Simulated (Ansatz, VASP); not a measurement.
## BaTiO3: programs and potentials compared

```
CELL_PARAMETERS angstrom
3.99980 0.00000 0.00000
0.00000 3.99980 0.00000
0.00000 0.00000 4.01800
ATOMIC_POSITIONS crystal
Ba 0.00000 0.00000 0.00000
Ti 0.50000 0.50000 0.49000
O 0.00000 0.50000 0.51700
O 0.50000 0.00000 0.51700
O 0.50000 0.50000 0.01900
```

Alike in all runs: task band structure; functional BLYP; k mesh 7 × 7 × 7; occupations fermi-dirac, width 0.05 eV; no spin polarisation; no spin-orbit coupling. Pressure is positive in compression and, in plane waves, holds the error of the finite cutoff, which Ansatz's Pulay term estimates and takes out. Gaps are the smaller of the mesh's and the band path's.

| program and potentials | plane-wave cutoff (eV) | notes | band gap (eV) | pressure (GPa) | largest force (eV/Å) |
| --- | --- | --- | --- | --- | --- |
| Ansatz, Ansatz PAW | 420 | potentials made for PBE, which Ansatz adapts in part; Pulay term of +0.62 GPa included | 1.86 | 7.98 | 0.269 |
| VASP, PBE PAW files Ba_sv, O, Ti_sv, 520 eV | 520 | potentials made for PBE | 1.79 | 9.95 | 0.194 |
| Ansatz, all-electron LAPW, scalar-relativistic | - | - | 1.86 | 8.13 | 0.241 |

Force on atom 5 (O), eV/Å:

```csv
program and potentials,x,y,z
"Ansatz, Ansatz PAW",0.000,0.000,0.269
"VASP, PBE PAW files Ba_sv, O, Ti_sv, 520 eV",0.000,0.000,0.194
"Ansatz, all-electron LAPW, scalar-relativistic",0.000,0.000,0.241
```

The band gap spans 1.79 (VASP, PBE PAW files Ba_sv, O, Ti_sv, 520 eV) to 1.86 eV (Ansatz, Ansatz PAW), with all-electron results at 1.86. The pressure spans 7.98 (Ansatz, Ansatz PAW) to 9.95 GPa (VASP, PBE PAW files Ba_sv, O, Ti_sv, 520 eV), with all-electron results at 8.13. Some sets were made for another functional than the one run, which can shift their rows. The paths' points differ, which is worth about 0.01 eV.

The functional is the same throughout but for its coding, so the spread measures potentials, basis and numerics; runs on potential files found faulty are left out.
